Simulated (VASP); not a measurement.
Input of a VASP 6.6.1 run:

INCAR

```
SYSTEM = Te2Mo
  PREC = Accurate
  ENCUT = 520
  EDIFF = 1E-7
  ISMEAR = 0
  SIGMA = 0.05
  LREAL = .FALSE.
  LASPH = .TRUE.
  NELM = 100
  ALGO = Fast
  ISIF = 2
  LWAVE = .FALSE.
  LCHARG = .FALSE.
  GGA = PE
  IVDW = 12
  NBANDS = 64
```

File KPOINTS:

```
regular mesh
0
G
  4 8 2
  0 0 0
```

Contents of POSCAR:

```
Te2Mo
1.0
    6.3394935820      0.0000000000      0.0282812565
    0.0000000000      3.4719134584      0.0000000000
   -0.8864354511      0.0000000000     13.2303191667
Te Mo
8 4
Direct
    0.5604504203      0.7500000000      0.3448849152
    0.4395495797      0.2500000000      0.6551150848
    0.5861291661      0.2500000000      0.1065345749
    0.4138708339      0.7500000000      0.8934654251
    0.0942412188      0.7500000000      0.1555485501
    0.9057587812      0.2500000000      0.8444514499
    0.0559702393      0.2500000000      0.3930856406
    0.9440297607      0.7500000000      0.6069143594
    0.3198284814      0.7500000000      0.5062624052
    0.6801715186      0.2500000000      0.4937375948
    0.1823936782      0.2500000000      0.0076042180
    0.8176063218      0.7500000000      0.9923957820
```

Potentials or basis: VASP PAW PBE potentials, release 64 (Te, Mo_sv).

Launch:

```console
$ cat potpaw_PBE.64/Te/POTCAR potpaw_PBE.64/Mo_sv/POTCAR > POTCAR
$ mpirun -np 1 vasp_std > vasp.out
```

What does it give for the pressure?

0.0 GPa.

Predict the band gap on the k mesh.

none (metal or under the smearing width).

Forces on the atoms (eV/Å):
```
Te  -0.007  0.000 -0.010
Te   0.007  0.000  0.010
Te  -0.002  0.000  0.016
Te   0.002  0.000 -0.016
Te  -0.007  0.000  0.009
Te   0.007  0.000 -0.009
Te  -0.001  0.000 -0.013
Te   0.001  0.000  0.013
Mo  -0.016  0.000  0.007
Mo   0.016  0.000 -0.007
Mo   0.010  0.000  0.007
Mo  -0.010  0.000 -0.007
```

Caveat: pairwise dispersion overbinds metals, which lowers pressure and volume. The run has no spin-orbit coupling, so splittings on Te are missing.
